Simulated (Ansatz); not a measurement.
**ZrC in the PbO-type structure**

Level of theory: DFT, PBE, scalar-relativistic, no spin polarisation; plane waves to 420 eV with PAW datasets (Ansatz 0.2.0), Γ-centred 8×8×12 mesh, 0.05 eV Gaussian smearing. The datasets are Ansatz's generated set soft_2.

```cif
data_structure
_symmetry_space_group_name_H-M 'P 1'
_symmetry_Int_Tables_number 1
_cell_length_a 4.2426
_cell_length_b 4.2426
_cell_length_c 3.1124
_cell_angle_alpha 90.000
_cell_angle_beta 90.000
_cell_angle_gamma 90.000
_cell_volume 56.02
loop_
_atom_site_label
_atom_site_type_symbol
_atom_site_fract_x
_atom_site_fract_y
_atom_site_fract_z
_atom_site_occupancy
Zr1 Zr 0.50000 0.00000 0.22827 1
Zr2 Zr 0.00000 0.50000 0.77173 1
C1 C 0.00000 0.00000 0.00000 1
C2 C 0.50000 0.50000 0.00000 1
```

The start was a prototype's sites filled with these elements. The Crystallography Open Database lists the compound in space group Fm-3m (rock salt), so this is a trial structure.

The cell above was scaled in volume, and shape and atoms were relaxed at each volume within its symmetry. Energies are counted from the cell above.

```json
{"V (Å³/atom)": "13.235", "ΔE (meV/atom)": "11.15", "P from the stress (GPa)": "4.96"}
{"V (Å³/atom)": "13.445", "ΔE (meV/atom)": "5.69", "P from the stress (GPa)": "3.40"}
{"V (Å³/atom)": "13.725", "ΔE (meV/atom)": "1.35", "P from the stress (GPa)": "1.58"}
{"V (Å³/atom)": "14.005", "ΔE (meV/atom)": "0.00", "P from the stress (GPa)": "-0.01"}
{"V (Å³/atom)": "14.285", "ΔE (meV/atom)": "1.25", "P from the stress (GPa)": "-1.40"}
{"V (Å³/atom)": "14.565", "ΔE (meV/atom)": "4.74", "P from the stress (GPa)": "-2.58"}
{"V (Å³/atom)": "14.986", "ΔE (meV/atom)": "13.54", "P from the stress (GPa)": "-4.07"}
{"V (Å³/atom)": "15.406", "ΔE (meV/atom)": "25.83", "P from the stress (GPa)": "-5.21"}
```

**Question.** Do the energies and the pressures agree? Compare −ΔE/ΔV between neighbouring points (1 meV/Å³ = 0.1602 GPa) with the mean of their pressures.

**Answer.** 
```json
{"interval (Å³/atom)": "13.23 to 13.44", "−ΔE/ΔV (GPa)": "4.2", "mean P (GPa)": "4.2"}
{"interval (Å³/atom)": "13.44 to 13.73", "−ΔE/ΔV (GPa)": "2.5", "mean P (GPa)": "2.5"}
{"interval (Å³/atom)": "13.73 to 14.01", "−ΔE/ΔV (GPa)": "0.8", "mean P (GPa)": "0.8"}
{"interval (Å³/atom)": "14.01 to 14.29", "−ΔE/ΔV (GPa)": "-0.7", "mean P (GPa)": "-0.7"}
{"interval (Å³/atom)": "14.29 to 14.57", "−ΔE/ΔV (GPa)": "-2.0", "mean P (GPa)": "-2.0"}
{"interval (Å³/atom)": "14.57 to 14.99", "−ΔE/ΔV (GPa)": "-3.4", "mean P (GPa)": "-3.3"}
{"interval (Å³/atom)": "14.99 to 15.41", "−ΔE/ΔV (GPa)": "-4.7", "mean P (GPa)": "-4.6"}
```
They differ by 0.04 GPa at most.

**Question.** What do the two routes give for V0, B0 and B0′?

**Answer.** A third-order Birch–Murnaghan fit of the energies: V0 = 14.00 Å³/atom, B0 = 74 GPa, B0′ = 6.1. A polynomial of P in ln V, with B = −dP/d ln V at P = 0: V0 = 14.00 Å³/atom, B0 = 74 GPa, B0′ = 6.1.

B0·V0 = 74.0 GPa × 14.00 Å³ = 6.47 eV/atom sets the scale: near the minimum ΔE ≈ ½ B0 V0 x², with x = V/V0 − 1, and a pressure of 0.7 GPa squeezes the volume by about 1 %. At the ends of the curve: x = −5.5 % predicts 9.7 meV/atom and the run gives 11.1; x = +10.0 % predicts 32.4 meV/atom and the run gives 25.8. The lopsidedness is anharmonic: atoms resist being pushed together more than being pulled apart. The run is a metal.
